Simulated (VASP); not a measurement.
# BaTiO3 (P4mm) in VASP: a series of runs, part 2 of 4

VASP 6.6.1. The steps go on from the part before.

### Step 3. Band structure, RPBE

File POSCAR:

```
BaTiO3
1.0
    3.9998000000      0.0000000000      0.0000000000
    0.0000000000      3.9998000000      0.0000000000
    0.0000000000      0.0000000000      4.0180000000
Ba Ti O
1 1 3
Direct
    0.0000000000      0.0000000000      0.0000000000
    0.5000000000      0.5000000000      0.4900000000
    0.0000000000      0.5000000000      0.5170000000
    0.5000000000      0.0000000000      0.5170000000
    0.5000000000      0.5000000000      0.0190000000
```

File INCAR.step1:

```
ALGO     = Normal         # electronic algorithm
EDIFF    = 1E-7           # SCF threshold, eV
ENCUT    = 520            # plane-wave cutoff, eV
GGA      = RP             # functional
ISIF     = 2              # what is computed and relaxed
ISMEAR   = -1             # smearing method
LASPH    = True           # aspherical terms in the spheres
LCHARG   = True           # write CHGCAR
LMAXMIX  = 4              # l up to which the mixer works
LREAL    = False          # projectors in reciprocal space
LWAVE    = False          # write WAVECAR
NELM     = 100            # most SCF steps
PREC     = Accurate       # precision mode
SIGMA    = 0.05           # smearing width, eV
```

File KPOINTS.step1:

```
k-points
0
Gamma
  7 7 7
```

File INCAR.step2:

```
ALGO     = Normal         # electronic algorithm
EDIFF    = 1E-7           # SCF threshold, eV
ENCUT    = 520            # plane-wave cutoff, eV
GGA      = RP             # functional
ICHARG   = 11             # starting density
ISIF     = 2              # what is computed and relaxed
ISMEAR   = 0              # smearing method
LASPH    = True           # aspherical terms in the spheres
LCHARG   = False          # write CHGCAR
LMAXMIX  = 4              # l up to which the mixer works
LREAL    = False          # projectors in reciprocal space
LWAVE    = False          # write WAVECAR
NELM     = 100            # most SCF steps
PREC     = Accurate       # precision mode
SIGMA    = 0.05           # smearing width, eV
```

File KPOINTS.step2:

```
path GXMGZRAZ,XR,MA
20
line-mode
reciprocal
 0.0000000000  0.0000000000  0.0000000000  G
 0.0000000000  0.5000000000  0.0000000000  X

 0.0000000000  0.5000000000  0.0000000000  X
 0.5000000000  0.5000000000  0.0000000000  M

 0.5000000000  0.5000000000  0.0000000000  M
 0.0000000000  0.0000000000  0.0000000000  G

 0.0000000000  0.0000000000  0.0000000000  G
 0.0000000000  0.0000000000  0.5000000000  Z

 0.0000000000  0.0000000000  0.5000000000  Z
 0.0000000000  0.5000000000  0.5000000000  R

 0.0000000000  0.5000000000  0.5000000000  R
 0.5000000000  0.5000000000  0.5000000000  A

 0.5000000000  0.5000000000  0.5000000000  A
 0.0000000000  0.0000000000  0.5000000000  Z

 0.0000000000  0.5000000000  0.0000000000  X
 0.0000000000  0.5000000000  0.5000000000  R

 0.5000000000  0.5000000000  0.0000000000  M
 0.5000000000  0.5000000000  0.5000000000  A
```

Potentials or basis: VASP PAW PBE potentials, release 64 (Ba_sv, Ti_sv, O).

Launch:

```
cat potpaw_PBE.64/Ba_sv/POTCAR potpaw_PBE.64/Ti_sv/POTCAR potpaw_PBE.64/O/POTCAR > POTCAR
cp INCAR.step1 INCAR
cp KPOINTS.step1 KPOINTS
mpirun -np 1 vasp_std > vasp.out
cp INCAR.step2 INCAR
cp KPOINTS.step2 KPOINTS
mpirun -np 1 vasp_std > vasp.out
```

OUTCAR:

```text
EDIFF = 1E-7
   ENCUT = 520
   GGA = RP
   ICHARG = 11
   ISIF = 2
   ISMEAR = 0
   LASPH = True
   LREAL = False
   NELM = 100
   PREC = Accurate

 ion  position               nearest neighbor table
   1  0.000  0.000  0.000-   3 2.79   4 2.79   3 2.79   4 2.79   5 2.83   5 2.83   5 2.83   5 2.83
                             4 2.88   3 2.88   4 2.88   3 2.88   2 3.45   2 3.45   2 3.45   2 3.45
   2  0.500  0.500  0.490-   5 1.89   4 2.00   3 2.00   4 2.00   3 2.00   5 2.13   1 3.45   1 3.45
                             1 3.45   1 3.45   1 3.49   1 3.49   1 3.49   1 3.49
   3  0.000  0.500  0.517-   2 2.00   2 2.00   1 2.79   1 2.79   1 2.88   1 2.88
   4  0.500  0.000  0.517-   2 2.00   2 2.00   1 2.79   1 2.79   1 2.88   1 2.88
   5  0.500  0.500  0.019-   2 1.89   2 2.13   1 2.83   1 2.83   1 2.83   1 2.83

  LATTYP: Found a simple tetragonal cell.
 ALAT       =     3.9998000000
 C/A-ratio  =     1.0045502275

  Lattice vectors:

 A1 = (   3.9998000000,   0.0000000000,   0.0000000000)
 A2 = (   0.0000000000,   3.9998000000,   0.0000000000)
 A3 = (   0.0000000000,   0.0000000000,   4.0180000000)

Analysis of symmetry for initial positions (statically):
=====================================================================
 Subroutine PRICEL returns:
 Original cell was already a primitive cell.

 Routine SETGRP: Setting up the symmetry group for a
 simple tetragonal supercell.

 Subroutine GETGRP returns: Found  8 space group operations
 (whereof  8 operations were pure point group operations)
 out of a pool of 16 trial point group operations.

The static configuration has the point symmetry C_4v.

Analysis of symmetry for dynamics (positions and initial velocities):
=====================================================================
 Subroutine PRICEL returns:
 Original cell was already a primitive cell.

 Routine SETGRP: Setting up the symmetry group for a
 simple tetragonal supercell.
[... 124 lines left out ...]
     AMIX_MAG =   1.60;   BMIX_MAG =  1.00
  volume/ion in A,a.u.               =      12.86        86.76
  Fermi-wavevector in a.u.,A,eV,Ry     =   1.397653  2.641181 26.578078  1.953434
  Thomas-Fermi vector in A             =   2.520888
   LORBIT       =      0    0 simple, 1 ext, 2 COOP (PROOUT), +10 PAW based schemes
   GGA     = RP    functional components
   LHFCALC =     F    Hartree Fock is set to
   AEXX    =    0.0000 exact exchange contribution
   IVDW    =     0    specifies the selected vdW correction
   LEPSILON=     F    determine dielectric tensor
   LRPA    =     F    only Hartree local field effects (RPA)
 non-spin polarized calculation
 Gauss-broadening in eV      SIGMA  =   0.05
  energy-cutoff  :      520.00
  volume of cell :       64.28
 maximum number of plane-waves:      1763
 NGX is ok and might be reduce to    30

 number of electron      39.9999978 magnetization

 Free energy of the ion-electron system (eV)
  ---------------------------------------------------
  ext. energy  EPLUGINS =         0.00000000
  ---------------------------------------------------
  free energy    TOTEN  =       -37.13531108 eV

  energy without entropy =      -37.13531108  energy(sigma->0) =      -37.13531108

 E-fermi :   4.3060     XC(G=0): -11.0339

 val. band max:        3.9934127565   @ k =   0.5000   0.5000   0.5000
 cond. band min:       5.8014729444   @ k =   0.0000   0.0000   0.0000
 fundamental gap:      1.8080601880
 Fermi energy:         4.3059714543

 k-point     1 :       0.0000    0.0000    0.0000
  band No.  band energies     occupation
      1     -52.7633      2.00000
      2     -28.9300      2.00000
      3     -28.8998      2.00000
      4     -28.8998      2.00000
      5     -20.9240      2.00000
      6     -13.0221      2.00000
[... 637 lines left out ...]
     23       7.5294      0.00000
     24       8.1353      0.00000

 [... further k-points ...]

------------------------ aborting loop because EDIFF is reached ----------------------------------------

  FORCE on cell =-STRESS in cart. coord.  units (eV):
  Direction    XX          YY          ZZ          XY          YZ          ZX
  --------------------------------------------------------------------------------------
  -------------------------------------------------------------------------------------
  Total        6.6803001      6.6803001      4.7766420      0.0000000      0.0000000      0.0000000
  in kB      166.5022364    166.5022364    119.0547662      0.0000000      0.0000000      0.0000000
  external PRESSURE =     150.6864130 kB  Pullay stress =       0.0000000 kB

 VOLUME and BASIS-vectors are now :
 -----------------------------------------------------------------------------
  energy-cutoff  :      520.00
  volume of cell :       64.28
      direct lattice vectors                 reciprocal lattice vectors
     3.999800000  0.000000000  0.000000000     0.250012501  0.000000000  0.000000000
     0.000000000  3.999800000  0.000000000     0.000000000  0.250012501  0.000000000
     0.000000000  0.000000000  4.018000000     0.000000000  0.000000000  0.248880040

 POSITION                                       TOTAL-FORCE (eV/Angst)
 -----------------------------------------------------------------------------------
      0.00000      0.00000      0.00000         0.000000     -0.000000     -0.082929
      1.99990      1.99990      1.96882         0.000000     -0.000000     -1.050597
      0.00000      1.99990      2.07731         0.000000      0.000000      0.197740
      1.99990      0.00000      2.07731         0.000000      0.000000      0.197740
      1.99990      1.99990      0.07634        -0.000000      0.000000      0.738046
 -----------------------------------------------------------------------------------
    total drift:                               -0.000000      0.000000      0.046412

  FREE ENERGIE OF THE ION-ELECTRON SYSTEM (eV)
  ---------------------------------------------------
  free  energy   TOTEN  =       -37.1353110800 eV

  energy  without entropy=      -37.1353110800  energy(sigma->0) =      -37.13531108
```

OSZICAR.step1:

```text
N       E                     dE             d eps       ncg     rms          rms(c)
DAV:   1     0.467209369867E+03    0.46721E+03   -0.21579E+04  1920   0.180E+03
DAV:   2    -0.335814771465E+01   -0.47057E+03   -0.46326E+03  2416   0.493E+02
DAV:   3    -0.467092203832E+02   -0.43351E+02   -0.43029E+02  2776   0.146E+02
DAV:   4    -0.486591586237E+02   -0.19499E+01   -0.19489E+01  2736   0.278E+01
DAV:   5    -0.487330672875E+02   -0.73909E-01   -0.73906E-01  2688   0.380E+00    0.235E+01
DAV:   6    -0.378760834047E+02    0.10857E+02   -0.73900E+01  2992   0.777E+01    0.990E+00
DAV:   7    -0.379880033621E+02   -0.11192E+00   -0.11938E+01  2408   0.254E+01    0.652E+00
DAV:   8    -0.378344059934E+02    0.15360E+00   -0.95995E-01  2568   0.961E+00    0.286E+00
DAV:   9    -0.378749944403E+02   -0.40588E-01   -0.26461E-01  2560   0.401E+00    0.113E+00
DAV:  10    -0.378676655325E+02    0.73289E-02   -0.77055E-02  2520   0.288E+00    0.460E-01
DAV:  11    -0.378661756642E+02    0.14899E-02   -0.88671E-03  2640   0.815E-01    0.678E-02
DAV:  12    -0.378662421022E+02   -0.66438E-04   -0.56420E-04  2176   0.227E-01    0.402E-02
DAV:  13    -0.378662871145E+02   -0.45012E-04   -0.35125E-04  2496   0.193E-01    0.194E-02
DAV:  14    -0.378662942057E+02   -0.70912E-05   -0.52813E-05  2688   0.564E-02    0.122E-02
DAV:  15    -0.378662936168E+02    0.58883E-06   -0.47851E-06  2664   0.192E-02    0.809E-03
DAV:  16    -0.378662937748E+02   -0.15800E-06   -0.55793E-06  2320   0.191E-02    0.334E-03
DAV:  17    -0.378662934496E+02    0.32524E-06   -0.12871E-06  2608   0.956E-03    0.115E-03
DAV:  18    -0.378662935253E+02   -0.75690E-07   -0.33061E-07  2024   0.532E-03
   1 F= -.37866294E+02 E0= -.37866294E+02  d E =-.537766E-09
```

It took 3.7 min on 1 thread of Intel Xeon Platinum 8488C (Sapphire Rapids), shared host; peak memory 0.38 GiB.

Results:

```
Band gap on the k mesh  : 1.90 eV, indirect (least direct gap 2.10 eV)
Band gap along the path : 1.81 eV, indirect (least direct gap 2.10 eV)
```

Levels at the corners of the path, in eV from the valence-band top:
```
point  band 17  band 18  band 19  band 20  band 21  band 22  band 23  band 24
    Γ    -1.13    -0.31    -0.29    -0.29     1.81     2.02     2.02     3.95
    X    -1.82    -1.72    -0.94    -0.84     2.15     3.50     3.53     4.01
    X    -1.82    -1.72    -0.94    -0.84     2.15     3.50     3.53     4.01
    M    -1.76    -0.98    -0.98    -0.09     3.54     3.54     3.94     4.69
    M    -1.76    -0.98    -0.98    -0.09     3.54     3.54     3.94     4.69
    Γ    -1.13    -0.31    -0.29    -0.29     1.81     2.02     2.02     3.95
    Γ    -1.13    -0.31    -0.29    -0.29     1.81     2.02     2.02     3.95
    Z    -1.93    -1.92    -0.70    -0.70     1.96     3.56     3.56     3.95
    Z    -1.93    -1.92    -0.70    -0.70     1.96     3.56     3.56     3.95
    R    -1.71    -0.91    -0.89    -0.17     3.52     3.57     3.93     4.79
    R    -1.71    -0.91    -0.89    -0.17     3.52     3.57     3.93     4.79
    A    -2.42    -0.09    -0.09     0.00     4.17     4.17     4.17     6.58
    A    -2.42    -0.09    -0.09     0.00     4.17     4.17     4.17     6.58
    Z    -1.93    -1.92    -0.70    -0.70     1.96     3.56     3.56     3.95
    X    -1.82    -1.72    -0.94    -0.84     2.15     3.50     3.53     4.01
    R    -1.71    -0.91    -0.89    -0.17     3.52     3.57     3.93     4.79
    M    -1.76    -0.98    -0.98    -0.09     3.54     3.54     3.94     4.69
    A    -2.42    -0.09    -0.09     0.00     4.17     4.17     4.17     6.58
```

Caveat: the log is that of the step along the path at fixed density, whose energy, stress, charges and moments have no meaning; the PAW data sets were made with another functional, which shifts forces and pressure a little; spin-orbit coupling is left out, which moves the levels of the heavy elements; the mesh misses the band edges, which the band path finds closer together.

(Part 2 of 4 ends here.)
